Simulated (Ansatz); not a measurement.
# Relaxing rubidium (fcc)

Theory: DFT, RPBE, plane waves (420 eV) with PAW, scalar-relativistic in Ansatz 0.2.0. (PAW data from PBE, frozen cores regenerated.)

k-point mesh 8×8×8, Fermi-Dirac smearing 0.1 eV, no spin polarisation. Cell and atoms relax.

Starting structure:

```xyz
1
Lattice="0.0000 3.5183 3.5183 3.5183 0.0000 3.5183 3.5183 3.5183 0.0000" Properties=species:S:1:pos:R:3 pbc="T T T"
Rb    0.0000    0.0000    0.0000
```

Task: The pressure at the start is 0.5 GPa. By how much does the volume change?

Result: From 87.10 to 101.06 Å³ per atom, 16.0 %. The final cell has a = 7.394 Å.

Task: How much energy does the relaxation gain?

Result: 18.6 meV per atom.

Path of the relaxation (the plane waves are chosen anew near the end, which can shift the energy a little):

```json
{"step": "0", "E − E(final) (meV/atom)": "18.57", "V (Å³/atom)": "87.104", "P (GPa)": "0.47", "max force (eV/Å)": "0.000"}
{"step": "1", "E − E(final) (meV/atom)": "14.94", "V (Å³/atom)": "88.431", "P (GPa)": "0.41", "max force (eV/Å)": "0.000"}
{"step": "2", "E − E(final) (meV/atom)": "0.43", "V (Å³/atom)": "99.084", "P (GPa)": "0.06", "max force (eV/Å)": "0.000"}
{"step": "3", "E − E(final) (meV/atom)": "0.02", "V (Å³/atom)": "101.055", "P (GPa)": "0.01", "max force (eV/Å)": "0.000"}
{"step": "4", "E − E(final) (meV/atom)": "0.00", "V (Å³/atom)": "101.055", "P (GPa)": "0.01", "max force (eV/Å)": "0.000"}
```
